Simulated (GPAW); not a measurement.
Crystal: AgCl (Chlorargyrite).

```
Ag Cl
1.0
     0.00000    2.73500    2.73500
     2.73500    0.00000    2.73500
     2.73500    2.73500    0.00000
Ag Cl
1 1
Direct
  0.00000 0.00000 0.00000
  0.50000 0.50000 0.50000
```

Base run:

- Program: GPAW 26.7.0
- Functional: PBEsol
- Potentials or basis: PAW data sets generated in the run's folder for this functional
- Cutoff: 600 eV
- Basis: pw
- k mesh: 8 × 8 × 8
- Occupations: fermi-dirac, width 0.05 eV
- Spin: no spin polarisation
- Hubbard terms: Ag d U = 4 eV

Its results: band gap on the k mesh 1.55 eV, indirect (least direct gap 3.40 eV); pressure 0.2 GPa.

Q: The run is repeated on the same cell with these changes: hubbard terms from Ag d U = 4 eV to Ag d U = 8 eV. What comes out?

A: Band gap on the k mesh 2.24 eV, indirect (least direct gap 3.56 eV); pressure 0.8 GPa.
